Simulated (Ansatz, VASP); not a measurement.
**Cross-check of In7GaP8 (random alloy of the zinc-blende GaP-InP line, x = 0.875) between VASP and Ansatz**

Wanted: the spread between two codes on one cell, functional and k mesh. Of the first pair: The structure shown is the start of the Ansatz relaxation below; VASP solves that cell, so the two are compared at the walk's first step.

Calculated with Ansatz 0.2.0; plane waves, with VASP 6.6.1 beside it; PBE.

**1. The structure**

The cell holds 64 atoms: 28 In, 32 P and 4 Ga. Its edges and angles: a = 11.807 Å, b = 11.807 Å, c = 11.807 Å, α = 90.0°, β = 90.0°, γ = 90.0°. It derives from GaP (zinc-blende GaP-InP), repeated 2×2×2. Zinc-blende GaP-InP: 64 atoms, 28 of 32 Ga sites given to In at random, cell and internal coordinates interpolated linearly between the end members (Vegard's rule); (so at first; earlier steps may have moved the atoms), displaced by a Gaussian of 0.02 A. Lattice constants are starting values near those of PBE.

**2. Ansatz: relaxation, PBE**

Ansatz runs on its default PAW (the set named soft_2) files.

The two programs are compared at the cell with which this relaxation starts, whose forces are those of its first step.

File input.yaml:

```yaml
crystal:
  lattice:
    - [11.8075, 0.0, 0.0]
    - [0.0, 11.8075, 0.0]
    - [0.0, 0.0, 11.8075]
  atoms:
    - { symbol: In, position: [0.00275, 0.99896, 0.99911] }
    - { symbol: P, position: [0.12318, 0.12647, 0.1211] }
    - { symbol: Ga, position: [0.00296, 0.24871, 0.25054] }
    - { symbol: P, position: [0.12458, 0.37748, 0.37151] }
    - { symbol: Ga, position: [0.24945, 0.99935, 0.25192] }
    - { symbol: P, position: [0.37314, 0.12471, 0.37351] }
    - { symbol: In, position: [0.25007, 0.25099, 0.99814] }
    - { symbol: P, position: [0.37694, 0.37653, 0.12585] }
    - { symbol: In, position: [0.00153, 0.99884, 0.49979] }
    - { symbol: P, position: [0.12341, 0.12455, 0.6259] }
    - { symbol: In, position: [0.99883, 0.24933, 0.74884] }
    - { symbol: P, position: [0.12357, 0.37386, 0.87498] }
    - { symbol: In, position: [0.24811, 0.0004, 0.75281] }
    - { symbol: P, position: [0.37626, 0.12468, 0.8735] }
    - { symbol: In, position: [0.24873, 0.25287, 0.50009] }
    - { symbol: P, position: [0.37392, 0.37532, 0.62856] }
    - { symbol: In, position: [0.0002, 0.50105, 0.00051] }
    - { symbol: P, position: [0.1244, 0.62306, 0.12441] }
    - { symbol: In, position: [0.99965, 0.75099, 0.25142] }
    - { symbol: P, position: [0.12658, 0.87548, 0.3765] }
    - { symbol: In, position: [0.24872, 0.50212, 0.25087] }
    - { symbol: P, position: [0.3745, 0.62583, 0.37487] }
    - { symbol: In, position: [0.25192, 0.75257, 0.0037] }
    - { symbol: P, position: [0.37263, 0.87255, 0.12415] }
    - { symbol: In, position: [0.00027, 0.50148, 0.50053] }
    - { symbol: P, position: [0.12157, 0.62448, 0.6264] }
    - { symbol: In, position: [0.00039, 0.75129, 0.74962] }
    - { symbol: P, position: [0.12466, 0.87532, 0.87569] }
    - { symbol: In, position: [0.25034, 0.5002, 0.74886] }
    - { symbol: P, position: [0.37564, 0.62521, 0.87691] }
    - { symbol: In, position: [0.25203, 0.75031, 0.49936] }
    - { symbol: P, position: [0.37392, 0.87572, 0.62513] }
    - { symbol: Ga, position: [0.49942, 7.0e-05, 0.99895] }
    - { symbol: P, position: [0.62618, 0.12424, 0.12707] }
    - { symbol: In, position: [0.50068, 0.25101, 0.24815] }
    - { symbol: P, position: [0.62529, 0.37625, 0.37338] }
    - { symbol: In, position: [0.74955, 6.0e-05, 0.24767] }
    - { symbol: P, position: [0.87553, 0.12643, 0.37354] }
    - { symbol: In, position: [0.75059, 0.24778, 0.99993] }
    - { symbol: P, position: [0.87226, 0.3769, 0.12569] }
    - { symbol: Ga, position: [0.49996, 0.99869, 0.50216] }
    - { symbol: P, position: [0.62833, 0.12185, 0.62709] }
    - { symbol: In, position: [0.50276, 0.25057, 0.74797] }
    - { symbol: P, position: [0.62646, 0.37469, 0.87398] }
    - { symbol: In, position: [0.74792, 0.00093, 0.75134] }
    - { symbol: P, position: [0.87394, 0.12588, 0.87306] }
    - { symbol: In, position: [0.75136, 0.25008, 0.49968] }
    - { symbol: P, position: [0.87483, 0.37647, 0.62627] }
    - { symbol: In, position: [0.5009, 0.50023, 0.00013] }
    - { symbol: P, position: [0.62605, 0.62539, 0.12616] }
    - { symbol: In, position: [0.49947, 0.74588, 0.25176] }
    - { symbol: P, position: [0.6287, 0.87575, 0.37483] }
    - { symbol: In, position: [0.74977, 0.4998, 0.25003] }
    - { symbol: P, position: [0.8731, 0.62412, 0.37331] }
    - { symbol: In, position: [0.75042, 0.7495, 0.00084] }
    - { symbol: P, position: [0.8747, 0.87667, 0.12536] }
    - { symbol: In, position: [0.50371, 0.49679, 0.4989] }
    - { symbol: P, position: [0.62653, 0.62928, 0.62458] }
    - { symbol: In, position: [0.50007, 0.74962, 0.75226] }
    - { symbol: P, position: [0.62451, 0.87615, 0.87446] }
    - { symbol: In, position: [0.74784, 0.50053, 0.75085] }
    - { symbol: P, position: [0.87719, 0.62481, 0.87395] }
    - { symbol: In, position: [0.75095, 0.75041, 0.50048] }
    - { symbol: P, position: [0.87488, 0.87697, 0.62563] }
kpoints:
  mp_grid: { grid: [1, 1, 1] }
hamiltonian:
  xc: pbe
scf:
  occupations: { method: fermi_dirac, width: 0.025 }
output:
  forces: true
relax:
  f_tol: 0.04
  max_steps: 150
  cell: {}
```

Run with:

```bash
$ ansatz run input.yaml --threads 4 --pin off --max-ram 8192MiB --backend cpu --events-out ev --progress --plain --runs-dir out
```

Numbers of over 12 decimals in the logs are rounded to 6 here.

What it wrote:

```text
Engine: ansatz 0.2.0, aarch64-unknown-linux-gnu
Pseudopotentials: kind: paw
Pseudopotential: In, paw, valence charge 13, recommended cutoff 420 eV (normal), In.paw.azcp
Pseudopotential: P, paw, valence charge 5, recommended cutoff 420 eV (normal), P.paw.azcp
Pseudopotential: Ga, paw, valence charge 13, recommended cutoff 420 eV (normal), Ga.paw.azcp
Functional definition: PBE
  parameter kappa = 0.804
  parameter beta = 0.066725
  exchange = pbe_x(kappa = kappa, mu = beta*pi^2/3)
  correlation = pbe_c(beta = beta)
Crystal: 64 atoms, lattice volume = 1646.167 Å³
Basis set: ecut = 420 eV, 32231 PW (Γ), exchange–correlation on 160×160×160 points (8 copies of the dense FFT grid, shifted against one another)
Bands: 352, of which v1, the nominal top of the filled ones, is band 288 counted from 1 (287 counted from 0)
Symmetry: 1 space group operations
Space group: P1 (ITA 1), of the structure as read, at distance tolerance 1.2e-4 Å
k-points: 1
Non-local potential: In, projectors of the file, l = 0: 2, l = 1: 2, l = 2: 2, l = 3: 2
Non-local potential: P, projectors of the file, l = 0: 2, l = 1: 2, l = 2: 2
Non-local potential: Ga, projectors of the file, l = 0: 2, l = 1: 2, l = 2: 3, l = 3: 1
PAW form: soft (Blöchl's): semilocal exchange-correlation on the pseudo side does not see the compensation charge
PAW one-centre angular grid: In, 590 points (default); XC on 64 Gauss nodes
PAW one-centre angular grid: P, 110 points (default); XC on 64 Gauss nodes
PAW one-centre angular grid: Ga, 590 points (default); XC on 64 Gauss nodes
Initial density: superposition of atomic densities (neutral atoms: chi_scale 0, normalization atom), corrected by the library's trained network
Initial wavefunctions: pseudopotential atomic-orbital guess
Functional: x = pbe(κ = 0.804, μ = 0.219515), c = pbe(β = 0.066725)
SCF iter   1: F=—  HF=-196064.449403 eV  |F-HF|=—  |Δ(HF+E_count)|=         —  Δρ=8.90e-4  dr2=1.83e-2  ethr=1.77e-3  ⟨swp⟩=8.0  Hψ=1607  notcnv=0  defer=8
preconditioner: auto → Resta (q_TF=auto, 2.290 Å⁻¹)  ε∞=3.7  [insulator: Δε(μ)=0.477 eV  Ē_g=13.258 eV  σ=0.025 eV  W_gap=1.00  n_scr=340 (ndim 8)  ℏωp=22.0 eV  f_vac=0.027  D(μ)=0.01/eV (n_scr^D=0)  ε∞_Penn≈3.7]
SCF iter   2: F=—  HF=-196064.417303 eV  |F-HF|=—  |Δ(HF+E_count)|=   3.21e-2  Δρ=4.19e-4  dr2=3.15e-3  ethr=3.18e-6  ⟨swp⟩=3.0  Hψ=763  notcnv=0  defer=59
SCF iter   3: F=—  HF=-196064.418556 eV  |F-HF|=—  |Δ(HF+E_count)|=   1.25e-3  Δρ=1.67e-4  dr2=4.75e-4  ethr=5.46e-7  ⟨swp⟩=2.0  Hψ=582  notcnv=0  defer=59
SCF iter   4: F=—  HF=-196064.418799 eV  |F-HF|=—  |Δ(HF+E_count)|=   2.43e-4  Δρ=6.34e-5  dr2=8.63e-5  ethr=8.24e-8  ⟨swp⟩=2.0  Hψ=582  notcnv=0  defer=59
SCF iter   5: F=—  HF=-196064.418456 eV  |F-HF|=—  |Δ(HF+E_count)|=   3.44e-4  Δρ=2.49e-5  dr2=1.65e-5  ethr=1.50e-8  ⟨swp⟩=2.0  Hψ=582  notcnv=0  defer=59
SCF iter   6: F=—  HF=-196064.418480 eV  |F-HF|=—  |Δ(HF+E_count)|=   2.42e-5  Δρ=8.57e-6  dr2=2.11e-6  ethr=2.87e-9  ⟨swp⟩=2.0  Hψ=582  notcnv=0  defer=59
SCF iter   7: F=—  HF=-196064.418482 eV  |F-HF|=—  |Δ(HF+E_count)|=   2.16e-6  Δρ=2.66e-6  dr2=3.22e-7  ethr=3.66e-10  ⟨swp⟩=3.0  Hψ=599  notcnv=0  defer=59
SCF iter   8: F=-196064.418482 eV  HF=-196064.418482 eV  |F-HF|=1.40e-8  |Δ(HF+E_count)|=   1.63e-7  Δρ=8.97e-7  dr2=3.49e-8  ethr=1.74e-11  ⟨swp⟩=5.0  Hψ=1029  notcnv=0
SCF 1 converged in 8 iterations: F = -196064.418482 eV  dr2 = 3.49e-8
  greatest PAW one-centre occupation: 0.995 electrons in one spin orbital (limit 2), on the Ga atom at site 40 (counted from 0), in its partial waves of l = 2
relax step   1: F+E_penalty+E_count = -196064.41848220 eV  Δ(F+E_penalty+E_count) = +0.000e0 eV  max|allowed force component| = 1.542e0 eV/Å  Δτ_max = 0.0000 Å  P = +0.494 GPa  Ω = 1646.167 Å³  (8 SCF iters, dr2 threshold 1.00e-7 eV, accepted)
Crystal: 64 atoms, lattice volume = 1656.905 Å³
Basis set: ecut = 420 eV, 32423 PW (Γ), exchange–correlation on 160×160×160 points (8 copies of the dense FFT grid, shifted against one another)
Initial density: handed on by an earlier stage of this run
Initial wavefunctions: those handed on with the density
iter 1 solved again at ethr=8.73e-5 eV; its pass at ethr=3.10e-3 eV (dr2=5.03e-1 eV) is discarded
SCF iter   1: F=—  HF=-196066.004879 eV  |F-HF|=—  |Δ(HF+E_count)|=         —  Δρ=5.07e-3  dr2=5.08e-1  ethr=8.73e-5  ⟨swp⟩=11.0  Hψ=1818  notcnv=0  defer=1
preconditioner: auto → Resta (q_TF=auto, 2.288 Å⁻¹)  ε∞=3.7  [insulator: Δε(μ)=0.463 eV  Ē_g=13.233 eV  σ=0.025 eV  W_gap=1.00  n_scr=340 (ndim 8)  ℏωp=21.9 eV  f_vac=0.027  D(μ)=0.03/eV (n_scr^D=0)  ε∞_Penn≈3.7]
SCF iter   2: F=—  HF=-196065.932856 eV  |F-HF|=—  |Δ(HF+E_count)|=   7.20e-2  Δρ=2.53e-3  dr2=8.37e-2  ethr=8.73e-5  ⟨swp⟩=7.0  Hψ=605  notcnv=0  defer=2
SCF iter   3: F=—  HF=-196065.928885 eV  |F-HF|=—  |Δ(HF+E_count)|=   3.97e-3  Δρ=7.84e-4  dr2=9.88e-3  ethr=1.45e-5  ⟨swp⟩=2.0  Hψ=694  notcnv=0  defer=35
[...]
atom  12  P      0.00006475     0.00404307    -0.00093411
  atom  13  In     0.00282664    -0.00052422    -0.00053327
  atom  14  P     -0.00267174     0.00383827    -0.00355064
  atom  15  In     0.00156479    -0.00303707    -0.00293388
  atom  16  P     -0.00042517     0.00068378     0.00008687
  atom  17  In     0.00023053    -0.00120061     0.00181918
  atom  18  P     -0.00059555    -0.00055275    -0.00120342
  atom  19  In     0.00179943     0.00196699     0.00071432
  atom  20  P     -0.00336817    -0.00350977     0.00300772
  atom  21  In     0.00176049    -0.00130970     0.00010154
  atom  22  P     -0.00001406    -0.00142321     0.00102248
  atom  23  In     0.00088543     0.00205809     0.00171988
  atom  24  P     -0.00022971    -0.00695368    -0.00207192
  atom  25  In     0.00091516    -0.00145686    -0.00055000
  atom  26  P     -0.00156549    -0.00147724     0.00102533
  atom  27  In     0.00103344     0.00033326     0.00062435
  atom  28  P     -0.00294753    -0.00187918    -0.00151143
  atom  29  In     0.00131468    -0.00080612    -0.00000354
  atom  30  P      0.00011551     0.00017357    -0.00137136
  atom  31  In    -0.00047540     0.00359891    -0.00061199
  atom  32  P     -0.00249339    -0.00432444     0.00101649
  atom  33  Ga    -0.00098490    -0.00063167     0.00349444
  atom  34  P      0.00372257     0.00205602     0.00055207
  atom  35  In    -0.00107139    -0.00373949     0.00195059
[...]
atom  57  In    -0.00082170     0.00202241    -0.00062363
  atom  58  P      0.00107265    -0.00223015     0.00099437
  atom  59  In    -0.00016308     0.00356800    -0.00073424
  atom  60  P      0.00202465    -0.00071252    -0.00233916
  atom  61  In     0.00101629    -0.00113058    -0.00013873
  atom  62  P     -0.00084623    -0.00032748    -0.00017023
  atom  63  In    -0.00297736     0.00130686    -0.00200753
  atom  64  P      0.00115497    -0.00134136     0.00034254
  max |Σ_I F_I| component: 8.46e-7 eV/Å
--- Stress (GPa, compression-positive) ---
       -0.002767       0.001383      -0.000513
        0.001383       0.001316       0.001060
       -0.000513       0.001060      -0.000543
  P = ⅓ Tr σ = -0.0007 GPa (-0.007 kbar)
--- Relaxed structure (4 steps of the walk, 4 accepted, 1 SCFs on fresh bases) ---
  F+E_penalty+E_count = -196066.00871502 eV   max|allowed force component| = 6.954e-3 eV/Å   (the final SCF, on the basis selected at the relaxed cell)
  cell:  # Å, volume = 1646.7157 Å³
    - [11.802454, 0.000127341, 0.000124111]
    - [0.000127341, 11.814224, -0.000160826]
    - [0.000124111, -0.000160826, 11.809761]
  atoms:
    - { symbol: In, position: [0.00258469, 1.002427, 1.004783] }
    - { symbol: P, position: [0.126814, 0.124716, 0.140170] }
    - { symbol: Ga, position: [0.00273799, 0.247261, 0.250741] }
    - { symbol: P, position: [0.119197, 0.366782, 0.368662] }
    - { symbol: Ga, position: [0.252606, 1.002705, 0.250748] }
    - { symbol: P, position: [0.375091, 0.111581, 0.375066] }
    - { symbol: In, position: [0.250504, 0.245816, 1.005043] }
    - { symbol: P, position: [0.375820, 0.374260, 0.126212] }
    - { symbol: In, position: [0.0028951, 1.002582, 0.495322] }
    - { symbol: P, position: [0.126357, 0.124514, 0.626248] }
    - { symbol: In, position: [1.000012, 0.249767, 0.750361] }
    - { symbol: P, position: [0.126899, 0.372721, 0.876632] }
    - { symbol: In, position: [0.254813, 0.000356834, 0.750378] }
    - { symbol: P, position: [0.381105, 0.118806, 0.883276] }
    - { symbol: In, position: [0.250154, 0.245438, 0.496023] }
    - { symbol: P, position: [0.374066, 0.372419, 0.623948] }
    - { symbol: In, position: [0.000409806, 0.497397, 0.00252298] }
    - { symbol: P, position: [0.126307, 0.626376, 0.124524] }
    - { symbol: In, position: [1.002562, 0.752829, 0.249874] }
    - { symbol: P, position: [0.133720, 0.882767, 0.366674] }
    - { symbol: In, position: [0.247791, 0.497778, 0.249961] }
    - { symbol: P, position: [0.374610, 0.625025, 0.373255] }
    - { symbol: In, position: [0.252376, 0.755330, 0.00218393] }
    - { symbol: P, position: [0.373897, 0.890558, 0.125717] }
    - { symbol: In, position: [-1.5596185019276627e-5, 0.498154, 0.497600] }
    - { symbol: P, position: [0.126287, 0.626553, 0.622063] }
    - { symbol: In, position: [0.000113549, 0.750595, 0.749739] }
    - { symbol: P, position: [0.125798, 0.877045, 0.875036] }
    - { symbol: In, position: [0.250112, 0.500239, 0.749739] }
    - { symbol: P, position: [0.375037, 0.627548, 0.875116] }
    - { symbol: In, position: [0.252842, 0.754652, 0.497216] }
    - { symbol: P, position: [0.382278, 0.882571, 0.617820] }
    - { symbol: Ga, position: [0.497201, 0.00118209, 1.002772] }
    - { symbol: P, position: [0.617924, 0.118343, 0.118195] }
    - { symbol: In, position: [0.497716, 0.243462, 0.249889] }
    - { symbol: P, position: [0.623470, 0.372792, 0.373164] }
    - { symbol: In, position: [0.747620, 0.00264568, 0.249838] }
    - { symbol: P, position: [0.881092, 0.131285, 0.366892] }
    - { symbol: In, position: [0.750457, 0.247379, 1.002195] }
    - { symbol: P, position: [0.882680, 0.365250, 0.132213] }
    - { symbol: Ga, position: [0.498039, 0.999775, 0.497315] }
    - { symbol: P, position: [0.617607, 0.118101, 0.615279] }
    - { symbol: In, position: [0.500078, 0.245455, 0.749678] }
    - { symbol: P, position: [0.625651, 0.373275, 0.875241] }
    - { symbol: In, position: [0.744902, 0.000282623, 0.749772] }
    - { symbol: P, position: [0.874989, 0.123625, 0.875058] }
    - { symbol: In, position: [0.749788, 0.247610, 0.497135] }
    - { symbol: P, position: [0.873875, 0.373864, 0.624422] }
    - { symbol: In, position: [0.500439, 0.500566, 0.000181017] }
    - { symbol: P, position: [0.624695, 0.626302, 0.127481] }
    - { symbol: In, position: [0.497706, 0.757021, 0.250139] }
    - { symbol: P, position: [0.619027, 0.883461, 0.381312] }
    - { symbol: In, position: [0.752656, 0.497617, 0.250125] }
    - { symbol: P, position: [0.875142, 0.627662, 0.374900] }
    - { symbol: In, position: [0.747369, 0.752683, 0.000662173] }
    - { symbol: P, position: [0.874031, 0.876115, 0.126297] }
    - { symbol: In, position: [0.499905, 0.499782, 0.499832] }
    - { symbol: P, position: [0.624397, 0.626543, 0.626142] }
    - { symbol: In, position: [0.499915, 0.755172, 0.750460] }
    - { symbol: P, position: [0.616315, 0.883108, 0.883791] }
    - { symbol: In, position: [0.749976, 0.500211, 0.750418] }
    - { symbol: P, position: [0.874598, 0.625395, 0.876965] }
    - { symbol: In, position: [0.748041, 0.753126, 0.500243] }
    - { symbol: P, position: [0.875620, 0.877852, 0.623880] }
```

(Part 1 of 2 ends here.)

[Lines on the potential files, build, host, timing and source positions are cut from VASP's logs without a mark.]

[Logs are printed without paths, hosts, clocks, repeated set-up lines and the standing remarks that a program may print on its own settings, such as how far it seeks lower states.]

[Hosts, paths, dates, database ids (printed as entryN), source tags and the programs' standing remarks are cut or masked in the printed files.]
